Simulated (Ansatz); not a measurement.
## Ideal shear of a crystal plane in Ge

The calculation used DFT r2SCAN, scalar-relativistic, plane waves, PAW in Ansatz 0.2.0. Settings: plane waves to 500 eV, k-mesh 10×10×4 (Γ-centred), Gaussian smearing 0.03 eV. No spin polarisation. Energies are free energies at this smearing, counted from the undisturbed cell; pressure is positive in compression.

The starting cell (relaxed at this level):

```
CELL_PARAMETERS angstrom
2.83750 -2.83750 0.00000
2.83750 0.00000 -2.83750
5.67501 5.67501 5.67501
ATOMIC_POSITIONS crystal
Ge 0.66667 0.66667 0.54163
Ge 0.00000 0.00000 0.20830
Ge 0.33333 0.33333 0.87497
Ge 0.66667 0.66667 0.79163
Ge 0.00000 0.00000 0.45830
Ge 0.33333 0.33333 0.12497
```

The cut lies on the cell's a–b face, a (1 1 1) plane (indices in the standard cell, whose axes needn't be the Cartesian ones shown) of area 13.95 Å², between layers 2.46 Å apart. Vector c is tilted by f times 1·a + 1·b (length 6.950 Å) with the atoms' Cartesian places fixed: one unrelaxed fault a cell. The traction is dγ/du, the slope of γ against the slip u in Å.

```
     f  γ (mJ/m²) traction (GPa)
0.0000          0             0.0
0.0833        195             7.0
0.1667        799            13.4
0.2500       1568            11.5
0.3333       1911            -0.2
0.4167       1705            -5.3
0.5000       1472            -2.3
0.5833       1458             1.4
0.6667       1535             0.0
0.7500       1318            -7.9
0.8333        718           -10.9
0.9167        184            -6.4
```

Question: Read off the first barrier and the stress needed to climb it, and compare with Frenkel's sinusoid.

Answer: The first sampled maximum lies at f = 0.333, a slip of 2.32 Å, with γ ≈ 1911 mJ/m², which stands in for the unstable fault energy γ_us, and the steepest sampled slope before it is 13.4 GPa. A sinusoid γ = γ_us sin²(πu/λ) with its maximum there has λ = 4.63 Å and a largest slope πγ_us/λ = 13.0 GPa (1 mJ/m² per Å = 0.01 GPa). The stand-in is too high: a rotation axis of order three or more passes through this point, so the curvature is the same in every direction of the plane and the point is a peak of the γ-surface, which slip goes round.

Question: Is there a metastable fault on this line?

Answer: The samples dip to a local minimum of 1458 mJ/m² at f = 0.583. It lies off the rotation axes, between two maxima that lie on them, so it is most likely the pass between two peaks of the γ-surface: a saddle for slip across the line, a better estimate of γ_us, and no metastable fault.

The cut is rigid; relaxing the faces lowers these energies and usually the stresses.

The gap closes along the scan, which can put kinks into the curve.